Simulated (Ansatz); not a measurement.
**TiAl3: response to a shear that moves c along a**

The task here is to estimate one member of a computed series from the others.

Program: Ansatz 0.2.0. Level of theory: DFT r2SCAN, scalar-relativistic, plane waves, PAW. These are calculated values, not measurements.

2 further runs of the same task are left out: 2 set aside as unsound or not needed.

### The system as given

The structure is cubic, space group Pm-3m (No. 221). The conventional cell has a = 3.956 Å, b = 3.956 Å, c = 3.956 Å, α = 90.00°, β = 90.00°, γ = 90.00°. Ti (site symmetry m-3m) is surrounded by 12 Al at 2.80 Å. Around Al (site symmetry 4/mmm) lie 4 Ti at 2.80 Å and 8 Al at 2.80 Å.

Structure file:

```
CELL_PARAMETERS angstrom
3.95567 0.00000 0.00000
0.00000 3.95567 0.00000
0.00000 0.00000 3.95567
ATOMIC_POSITIONS crystal
Ti 0.00000 0.00000 0.00000
Al 0.50000 0.50000 0.00000
Al 0.50000 0.00000 0.50000
Al 0.00000 0.50000 0.50000
```

It goes back to an entry of the Materials Project, which need not be the stable form.

This cell was relaxed beforehand with the same method: volume 15.47 Å³/atom, gap on the mesh none (metal).

The unstrained cell comes from an earlier run at this level (4 atoms, E(σ→0) -4127.2520 eV, gap none (metal)).

The first run:

input.yaml

```yaml
crystal:
  lattice:
    - [3.95567125, 0.0, 0.0]
    - [0.0, 3.95567125, 0.0]
    - [0.079113425, 0.0, 3.95567125]
  atoms:
    - { symbol: Ti, position: [0.0, 0.0, 0.0] }
    - { symbol: Al, position: [0.5, 0.5, 0.0] }
    - { symbol: Al, position: [0.5, 0.0, 0.5] }
    - { symbol: Al, position: [0.0, 0.5, 0.5] }
basis:
  ecutwfc: 500
kpoints:
  mp_grid: { grid: [14, 14, 14] }
hamiltonian:
  xc: r2scan
scf:
  occupations: { method: gaussian, width: 0.1 }
output:
  forces: true
  stress: true
  eigenvalues: true
```

Started as:

```bash
ansatz run input.yaml --threads 1 --pin off --max-ram 2560MiB --backend cpu --events-out ev --progress --plain --runs-dir out
```

Among the steps run: At +2.0 %; Strain +4.0 %; Strain +6.0 %; At +8.0 %; The cell strained by +12.0 %.

One of the session's tables, all rows but one given; the rest of the session is left out.

Lengths are those of the vectors of the cell that was run; stresses in GPa:

```
strain (%)  ΔE (meV/atom)  c (Å)
      +0.0            0.0  3.956
      +2.0            1.7  3.956
      +4.0            6.8  3.959
      +6.0              ?      ?
      +8.0           27.4  3.968
     +12.0           60.3  3.984
```

**Question.** Estimate the row for strain (%) = +6.0.

Worked estimate for «ΔE (meV/atom)». A straight line through the neighbours (4.0, 6.8) and (8.0, 27.4) gives 6.8 + (27.4 − 6.8) × (6.0 − 4.0) / (8.0 − 4.0) = 17.1; a parabola fitted to 4 rows on both sides gives 15.5.

As computed: ΔE (meV/atom): 15.5; c (Å): 3.963. In «ΔE (meV/atom)» the line misses by +1.6 and the parabola by 0.0.

ΔE is over the unstrained cell. Stress in GPa, positive in compression, on the Cartesian axes of the input. 
